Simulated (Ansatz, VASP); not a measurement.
## One calculation of LiCl, two programs

INCAR

```
SYSTEM = LiCl
ALGO = Normal
EDIFF = 1E-6
ENCUT = 520
GGA = PE
ISIF = 2
ISMEAR = 0
LASPH = .True.
LCHARG = .False.
LREAL = .False.
LWAVE = .False.
NBANDS = 12
NELM = 80
PREC = Accurate
SIGMA = 0.05
```

File KPOINTS:

```
k-points
0
Gamma
  8 8 8
  0 0 0
```

File POSCAR:

```
LiCl
1.0
    0.0000000000      2.5262886000      2.5647600000
    2.5262886000      0.0000000000      2.5647600000
    2.5262886000      2.5262886000      0.0000000000
Li Cl
1 1
Direct
    0.0000000000      0.0000000000      0.0000000000
    0.5000000000      0.5000000000      0.5000000000
```

Input for Ansatz:

```yaml
crystal:
  lattice:
    - [0.0, 2.5262886, 2.56476]
    - [2.5262886, 0.0, 2.56476]
    - [2.5262886, 2.5262886, 0.0]
  atoms:
    - { symbol: Li, position: [0.0, 0.0, 0.0] }
    - { symbol: Cl, position: [0.5, 0.5, 0.5] }
basis:
  ecutwfc: 420
kpoints:
  mp_grid: { grid: [8, 8, 8] }
hamiltonian:
  xc: pbe
scf:
  occupations: { method: gaussian, width: 0.05 }
output:
  forces: true
  stress: true
  eigenvalues: true
```

Change from the starting cell: strain -0.015 along x and y, +0.000 along z, atoms carried along.

Alike in both runs: task single point; functional PBE; k mesh 8 × 8 × 8; occupations gaussian, width 0.05 eV; no spin polarisation.

|  | VASP | Ansatz |
| --- | --- | --- |
| version | VASP 6.6.1 | Ansatz 0.2.0 |
| potentials or method | VASP PAW PBE potentials, release 64 (Li_sv, Cl) | scalar-relativistic, plane waves, PAW |
| plane-wave cutoff (eV) | 520 | 420 |
| valence electrons in the cell | 10 | 10 |

|  | VASP | Ansatz | Ansatz less VASP |
| --- | --- | --- | --- |
| gap on the k mesh at the Fermi level (eV) | 6.49 | 6.48 | -0.013 |
| least direct gap on the mesh (eV) | 6.49 | 6.48 | -0.013 |

With one functional, cell and mesh, what is left measures potentials, basis and numerics.

 A k mesh can miss the band edges.
